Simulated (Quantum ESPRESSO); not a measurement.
**Ru under changes of volume**

One of the cells (13.575 Å³/atom); the others are scaled copies at fixed shape and fractional positions:

```
Ru
1.0
     2.70580    0.00000    0.00000
    -1.35290    2.34329    0.00000
     0.00000    0.00000    4.28190
Ru
2
Cartesian
  1.3529 0.7811 3.2114
  0.0000 1.5622 1.0705
```

```yaml
Program: Quantum ESPRESSO 7.5
Functional: PBEsol
Potentials_or_basis: PseudoDojo 0.4.1 SR PBEsol standard
Cutoff: 1143 eV
Density_cutoff: 4572 eV
k_mesh: 11 × 11 × 6
Occupations: fermi-dirac, width 0.05 eV
Spin: no spin polarisation
```

```csv
volume (Å³/atom),energy over the lowest point (meV/atom),pressure (GPa)
12.760,30.42,17.4
13.032,8.35,8.8
13.303,0.00,1.2
13.575,3.84,-5.6
13.846,18.53,-11.6
14.118,?,?
14.389,75.70,-21.7
```

Problem. What does the run at 14.118 Å³/atom give?

Solution. Energy over the lowest point 42.84 meV/atom; pressure -17.0 GPa.

Worked out: A Birch-Murnaghan fit of order 3 (a polynomial in V^(-2/3)) to the other rows has its minimum at 13.35 Å³/atom with B0 = V·E''(V) = 346 GPa and B' = 4.8 at fixed shape and positions, which overstates the stiffness. It gives 42.88 meV/atom at 14.118 Å³/atom, against the run's 42.84, and -dE/dV = -17.0 GPa, against -17.0.

Energies are extrapolated to zero smearing.
